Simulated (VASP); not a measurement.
SnTe3: single point with PBE

SnTe3:

```
CELL_PARAMETERS angstrom
0.00000 3.86122 3.86122
3.86122 0.00000 3.86122
3.86122 3.86122 0.00000
ATOMIC_POSITIONS crystal
Te 0.50000 0.50000 0.50000
Te 0.75000 0.75000 0.75000
Te 0.25000 0.25000 0.25000
Sn 0.00000 0.00000 0.00000
```

The cell comes from a database or a generator and needn't be the stable form of this composition.

```json
{
  "Program": "VASP 6.6.1",
  "Task": "single point",
  "Functional": "PBE",
  "Potentials or basis": "VASP PAW PBE potentials, release 64 (Te, Sn)",
  "Cutoff": "500 eV",
  "k mesh": "6 × 6 × 6",
  "Occupations": "gaussian, width 0.02 eV",
  "Spin": "no spin polarisation",
  "Further INCAR settings": "ALGO = Normal; EDIFF = 1.00e-07"
}
```

```
Pressure               : 0.1 GPa
Band gap on the k mesh : none (metal or under the smearing width)
```

Levels at points of the mesh, in eV from the Fermi level:
| k point | band 7 | band 8 | band 9 | band 10 | band 11 | band 12 | band 13 | band 14 | band 15 |
| --- | --- | --- | --- | --- | --- | --- | --- | --- | --- |
| (0.00, 0.00, 0.00) | -3.30 | -3.30 | -3.30 | -3.30 | -1.83 | -1.83 | -1.83 | 3.09 | 3.09 |
| (0.50, 0.00, 0.00) | -3.42 | -3.42 | -2.02 | -1.93 | 0.39 | 0.39 | 1.27 | 1.81 | 1.81 |
| (0.50, 0.50, 0.00) | -1.55 | -0.94 | -0.58 | -0.58 | 0.04 | 0.17 | 0.17 | 2.11 | 3.29 |

It took 23 s on 1 thread of Intel(R) Xeon(R) Platinum 8488C (Sapphire Rapids), on a shared host, peak memory 0.24 GiB.

The run has no spin-orbit coupling, so splittings on Te are missing.
